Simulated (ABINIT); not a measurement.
**CdS (Hawleyite): changed settings of a GW run in ABINIT**

A base run on CdS (Hawleyite), then changed inputs.

Program: ABINIT 10.8.3. Level of theory: PBE and many-body steps on it, plane waves. Results are calculated unless marked as measured.

Report form: the programs' logs are mostly left out.

### 1. The starting structure

Symmetry: F-43m, No. 216, cubic system. The conventional cell has a = 5.833 Å, b = 5.833 Å, c = 5.833 Å, α = 90.00°, β = 90.00°, γ = 90.00°. Nearest to Cd lie 4 S at 2.53 Å. S has 4 Cd at 2.53 Å nearest. Farther neighbours and most contacts between anions are not listed.

Coordinates:

```cif
data_structure
_symmetry_space_group_name_H-M 'F-43m'
_symmetry_Int_Tables_number 216
_cell_length_a 5.8330
_cell_length_b 5.8330
_cell_length_c 5.8330
_cell_angle_alpha 90.000
_cell_angle_beta 90.000
_cell_angle_gamma 90.000
_cell_volume 198.46
loop_
_atom_site_label
_atom_site_type_symbol
_atom_site_symmetry_multiplicity
_atom_site_Wyckoff_symbol
_atom_site_fract_x
_atom_site_fract_y
_atom_site_fract_z
_atom_site_occupancy
Cd1 Cd 4 a 0.00000 0.00000 0.00000 1
S1 S 4 d 0.25000 0.25000 0.75000 1
```

The cell and positions come from the Crystallography Open Database and are kept as given unless a step says otherwise.

### 2. Screening, 4×4×4 mesh, 161 bands, screening to 190.5 eV

This step: ABINIT 10.8.3; RPA screening on PBE, plane waves, norm-conserving pseudopotentials.

The RPA dielectric matrix is built and inverted for each q.

The input, run.abi:

```
acell 3*1.0 Angstrom
rprim 
  -0.000000000000 2.916500000000 2.916500000000
  2.916500000000 -0.000000000000 2.916500000000
  2.916500000000 2.916500000000 -0.000000000000
ntypat 2
znucl 48 16
natom 2
typat 1 2
xred 
  0.000000000000 0.000000000000 0.000000000000
  0.250000000000 0.250000000000 0.250000000000
pp_dirpath "pseudos"
pseudos "Cd.upf, S.upf"
ecut 47
ngkpt 4 4 4
nshiftk 1
shiftk 0 0 0
kptopt 1
chksymbreak 0
istwfk *1
occopt 1
irdwfk 1
optdriver 3
nband 161
ecuteps 7
inclvkb 2
awtr 1
symchi 1
indata_prefix "in"
outdata_prefix "out"
tmpdata_prefix "tmp"
```

Launch:

```
> OMP_NUM_THREADS=1 mpirun -n 8 abinit run.abi > log
```

It took 80 s on 8 MPI ranks of AMD EPYC 7R43, shared host; peak memory 2.5 GiB.

Numbers from this step:

| Quantity | Value |
| --- | --- |
| ε∞ with local fields, on this mesh, along the program's q direction | 11.07 |
| the same without local fields | 11.78 |
| plasma frequency | 26.88 eV |
| plane waves in the screening matrix | 307 |

Local fields lower ε∞ by 6 %. On a Γ-centred mesh this coarse the value itself is usually too large, while a short band sum pulls it down.

### 3. Base

The self-energy is evaluated for the states that the input lists, and the levels follow from it, in one-shot runs by the linearised quasiparticle equation.

This step: G0W0 on PBE, plane waves, norm-conserving pseudopotentials.

run.abi: that of step 2 with these lines changed.

```diff
@@ -23,8 +23,15 @@
 irdwfk 1
-optdriver 3
+optdriver 4
 nband 161
+gwcalctyp 0
+ecutsigx 47
+symsigma 1
+nkptgw 1
+kptgw 
+  0.0000000000 0.0000000000 0.0000000000
+bdgw 
+  11 17
 ecuteps 7
-inclvkb 2
-awtr 1
-symchi 1
+irdscr 1
+ppmodel 1
 indata_prefix "in"
```

Elapsed: 13 s, on 8 MPI ranks; peak memory 2.2 GiB; 1.7 min of CPU time.

This step gave:

```yaml
g0w0_gap_on_the_points_computed: 2.109 eV
starting_gap_on_the_mesh: 1.145 eV
k_of_the_valence_top: 0, 0, 0
k_of_the_conduction_bottom: 0, 0, 0
z_at_the_valence_top: 0.781
z_at_the_conduction_bottom: 0.812
least_direct_g0w0_gap_on_the_computed_points: 2.109 eV
```

The gap on the mesh goes from 1.14 eV to 2.11 eV, a correction of +0.96 eV.

### 4. Coulomb singularity

run.abi: that of step 3 with these lines changed.

```diff
@@ -36,2 +36,3 @@
 ppmodel 1
+gw_icutcoul 3
 indata_prefix "in"
```

Elapsed: 14 s, on 8 MPI ranks; peak memory 2.1 GiB.

Numbers from this step:

* G0W0 gap on the points computed: 2.095 eV
* starting gap on the mesh: 1.145 eV
* k of the valence top: 0, 0, 0
* k of the conduction bottom: 0, 0, 0
* Z at the valence top: 0.787
* Z at the conduction bottom: 0.819
* least direct G0W0 gap on the computed points: 2.095 eV

Against G0W0 in ABINIT (4×4×4 mesh, 161 bands, screening to 190.5 eV, Godby-Needs plasmon pole), the gap moves by −0.014 eV.

### 5. Side by side

Times are wall times on 8 MPI ranks of AMD EPYC 7R43, shared host, good to a factor of about two. A run's time includes the screening step that it read.

| run | mesh | bands | screening cutoff (eV) | DFT gap (eV) | gap on the mesh (eV) | direct (eV) | ε∞ used | time |
| --- | --- | --- | --- | --- | --- | --- | --- | --- |
| base | 4×4×4 | 161 | 190.5 | 1.145 | 2.109 | 2.109 | 11.07 | 93 s |
| Coulomb singularity | 4×4×4 | 161 | 190.5 | 1.145 | 2.095 | 2.095 | 11.07 | 94 s |

### 6. Outcome

```
base                : 2.109 eV
Coulomb singularity : 2.095 eV
known limits        : not at the basis limit; no spin-orbit coupling; coarse k mesh
```

Coulomb singularity: −0.014 eV against base (keys changed: gw_icutcoul). Bands and cutoff are finite, so the gap is not at the basis limit. The miss can reach some tenths of an eV and take either sign; the mesh is an error of its own. In the G0W0 runs levels were corrected at 1 k point alone, so a gap called «on the mesh» is the least over those, and an edge elsewhere would be missed. The 4×4×4 mesh is coarse for this cell, which bears on the long-range parts of exchange and screening. The many-body steps are scalar-relativistic: spin-orbit coupling is not in them.

[Paths, hosts, dates, memory and timing lines, banners, echoed tables and standing remarks are left out of the program output.]

[Logs are printed without paths, hosts, clocks, repeated set-up lines and the standing remarks that a program may print on its own settings, such as how far it seeks lower states.]

[Runs of the session that timed out or met a known fault of the program may be left out.]

[Hosts, paths, dates, database ids (printed as entryN), source tags and the programs' standing remarks are cut or masked in the printed files.]

[G0W0 gaps are taken among the corrected bands and points alone; a level outside them can change the order at an edge.]

[Where Ansatz stands beside ABINIT at settings called matched, ABINIT's density can come from a denser mesh and the files from another edition; pairs whose starting gaps differed by over 0.03 eV were left out, so agreement reads better than it is.]
